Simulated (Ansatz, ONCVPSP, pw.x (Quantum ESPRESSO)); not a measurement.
What a changed setting does to a pw.x run (fcc Mo)

Potential: optimised norm-conserving Vanderbilt (ONCV), ONCVPSP 4.0.1.1 (patched build), PBE; core [Ar] 3d10, reference 4s2 4p6 4d5 5s1; waves: 4s+5s: rc 1.80 bohr, ncon 4, nbas 7, qcut 4.4 1/bohr, 2 projectors; 4p: rc 1.20 bohr, ncon 3, nbas 7, qcut 7.8 1/bohr, 1 projector; 4d: rc 1.80 bohr, ncon 4, nbas 8, qcut 5.9 1/bohr, 2 projectors, debl 1.6 Ha; local part: polynomial inside 0.95 bohr (lpopt 5, dvloc0 3 Ha); core correction: Teter function, fcfact 2.75, rcfact 1.65.

The reference run (k-mesh 14³, cutoffs 165/660 Ry, Fermi–Dirac 0.01 Ry, mixing_beta 0.4, conv_thr 1e-9, no spin) gives -0.45 GPa at 16.027 Å³/atom, where all-electron LAPW gives 0.44 GPa. This run, with its own iteration cap, changes degauss to 0.02.

```
&control
  calculation='scf', prefix='x', pseudo_dir='./', outdir='./tmp', tstress=.true., disk_io='none'
/
&system
  ibrav=0, nat=1, ntyp=1, ecutwfc=165, ecutrho=660, nbnd=15,
  occupations='smearing', smearing='fd', degauss=0.02
/
&electrons
  conv_thr=1e-09, mixing_beta=0.4, electron_maxstep=50
/
ATOMIC_SPECIES
Mo 1.0 Mo.UPF
CELL_PARAMETERS angstrom
  0.00000000 2.00112437 2.00112437
  2.00112437 0.00000000 2.00112437
  2.00112437 2.00112437 0.00000000
ATOMIC_POSITIONS crystal
Mo 0.0000 0.0000 0.0000
K_POINTS automatic
14 14 14 0 0 0
```

```bash
pw.x < Mo.scf.in > Mo.scf.out
```

Task: How does the run end?

Result: It converges in 9 iterations; the free energy moves by -118.4 meV/atom and the pressure by +1.47 GPa. In a metal, with Fermi–Dirac smearing, F lies below its zero-width value by a term in the square of the width.

```
Message from routine setup:
     using ibrav=0 with symmetry is DISCOURAGED, use correct ibrav instead
     lattice parameter (alat)  =       5.3480  a.u.
     unit-cell volume          =     108.1556 (a.u.)^3
     number of electrons       =        14.00
     number of Kohn-Sham states=           15
     kinetic-energy cutoff     =     165.0000  Ry
     charge density cutoff     =     660.0000  Ry
     scf convergence threshold =      1.0E-09
     Exchange-correlation= PBE
     number of k points=   104  Fermi-Dirac smearing, width (Ry)=  0.0200
     iteration #  1     ecut=   165.00 Ry     beta= 0.40
     total energy              =    -144.35272923 Ry
     estimated scf accuracy    <       0.11727153 Ry
     iteration #  2     ecut=   165.00 Ry     beta= 0.40
     total energy              =    -144.36016480 Ry
     estimated scf accuracy    <       0.01075557 Ry
     iteration #  3     ecut=   165.00 Ry     beta= 0.40
     total energy              =    -144.36132582 Ry
     estimated scf accuracy    <       0.00090879 Ry
     [... 3 iterations left out ...]
     iteration #  7     ecut=   165.00 Ry     beta= 0.40
     total energy              =    -144.36139499 Ry
     estimated scf accuracy    <       0.00000006 Ry
     iteration #  8     ecut=   165.00 Ry     beta= 0.40
     total energy              =    -144.36139501 Ry
     estimated scf accuracy    <          8.1E-09 Ry
     iteration #  9     ecut=   165.00 Ry     beta= 0.40
     the Fermi energy is    20.3062 ev
!    total energy              =    -144.36139501 Ry
     estimated scf accuracy    <          1.3E-10 Ry
     smearing contrib. (-TS)   =      -0.02289859 Ry
     The total energy is F=E-TS. E is the sum of the following terms:
     one-electron contribution =     -19.18771066 Ry
     hartree contribution      =      18.60031289 Ry
     xc contribution           =     -24.93387420 Ry
     ewald contribution        =    -118.81722445 Ry
     convergence has been achieved in   9 iterations
          total   stress  (Ry/bohr**3)                   (kbar)     P=       10.24
     Message from routine punch:
     Nothing written, as per user request (disk_io='none')
```

The run took about 70 s on one core of a shared host (Intel(R) Xeon(R) Platinum 8488C, 192 threads, 744 GiB, load 60).
